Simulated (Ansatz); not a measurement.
# Sn: the cost of one run

Computed with Ansatz 0.2.0 (DFT PBE, scalar-relativistic, plane waves, PAW, unless a step's input says otherwise).

4 further runs of the same task are left out: 1 that didn't finish, 3 set aside as unsound or not needed.

### Step 1. The system as given

Symmetry: I4_1/amd, No. 141, tetragonal system. The conventional cell has a = 5.929 Å, b = 5.929 Å, c = 3.233 Å, α = 90.00°, β = 90.00°, γ = 90.00°. Around Sn (site symmetry -4m2) lie 6 Sn at 3.07 to 3.23 Å.

As a file:

```xyz
2
Lattice="-2.9643 2.9643 1.6163 2.9643 -2.9643 1.6163 2.9643 2.9643 -1.6163" Properties=species:S:1:pos:R:3 pbc="T T T"
Sn    0.0000    2.9643    0.8082
Sn    0.0000    0.0000    0.0000
```

It goes back to an entry of the Materials Project.

It is the result of an earlier relaxation at this level (volume 28.41 Å³/atom; gap on the mesh: none (metal)).

### Step 2. Zero of energy

The reference gives a free energy of -12048.3485 eV, pressure 0.01 GPa, largest force 0.000 eV/Å and gap on the mesh none (metal). It was computed beforehand with the settings of the runs below.

### Step 3. Next: a two-dimensional strain map

The cell is strained by p along both x and y and by q along z, with fractional coordinates fixed.

### Step 4. At p = -0.050, q = -0.050

input.yaml

```yaml
crystal:
  lattice:
    - [-2.816100441, 2.816100441, 1.535529617]
    - [2.816100441, -2.816100441, 1.535529617]
    - [2.816100441, 2.816100441, -1.535529617]
  atoms:
    - { symbol: Sn, position: [0.75, 0.25, 0.5] }
    - { symbol: Sn, position: [0.0, 0.0, 0.0] }
basis:
  ecutwfc: 420
kpoints:
  mp_grid: { grid: [22, 22, 22] }
hamiltonian:
  xc: pbe
scf:
  occupations: { method: gaussian, width: 0.15 }
output:
  forces: true
  stress: true
  eigenvalues: true
  write_density: true
  write_potential: true
  elf: true
  volumetric_format: npy
```

The run is started by

```bash
$ ansatz run input.yaml --threads 2 --pin off --max-ram 5120MiB --backend cpu --events-out ev --progress --plain --runs-dir out
```

**Question.** How long does this run take on 2 threads of Intel Xeon Platinum 8375C at 2.90GHz (Ice Lake), shared host, and how much memory does it need?

About 24 s, with a peak of 0.84 GiB.
